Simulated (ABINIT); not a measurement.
Runs of ABINIT 10.8.3 (patched build) on TiCo. The structure is cubic, space group Pm-3m (No. 221). Conventional cell: a = 2.986 Å, b = 2.986 Å, c = 2.986 Å, α = 90.00°, β = 90.00°, γ = 90.00°. Around Co (site symmetry m-3m) lie 8 Ti at 2.59 Å. Around Ti (site symmetry m-3m) lie 8 Co at 2.59 Å. The cell comes from a database or a generator and needn't be the stable form of this composition.

```csv
task,level,spin,k mesh,gap on the mesh (eV),pressure (GPa),moment (μB),V0 of scaled cells (Å³/atom),B0 (GPa)
equation of state,PBE,"collinear, ferromagnetic start",7 × 7 × 7,-,-,-,13.31,(a)
single point,PBE,off,9 × 9 × 9,none,(b),-,-,-
equation of state,PBE+D3,"collinear, ferromagnetic start",7 × 7 × 7,-,-,-,12.84,185
single point,PBE,"collinear, antiferromagnetic start",9 × 9 × 9,none,-0.3,0.82,-,-
single point,PBE,"collinear, ferrimagnetic start",9 × 9 × 9,none,-0.3,0.82,-,-
equation of state,PBE+D3(BJ),"collinear, ferromagnetic start",7 × 7 × 7,-,-,-,12.79,185
single point,PBE,"collinear, ferromagnetic start",9 × 9 × 9,none,-0.3,0.82,-,-
single point,PBE,"collinear, random start",9 × 9 × 9,none,-0.3,0.82,-,-
equation of state,PBE+D2,"collinear, ferromagnetic start",7 × 7 × 7,-,-,-,13.20,157
```

Alike in all rows: potentials or basis JTH PAW PBE v2.0; cell as given; cutoff (eV) 707; smearing fermi-dirac 0.05 eV.

Task: Estimate the missing entries.

Result: (a) 169; (b) -2.2.

Caveats: pressures at fixed basis lie under the slope of the energies (some runs); small starting moments can end in a higher magnetic state in this program (some runs); the moment fell far below its start of 5 μB, so a state of higher moment may lie lower in energy (some runs).

A gap of «none» marks a metal or a gap under the smearing width.
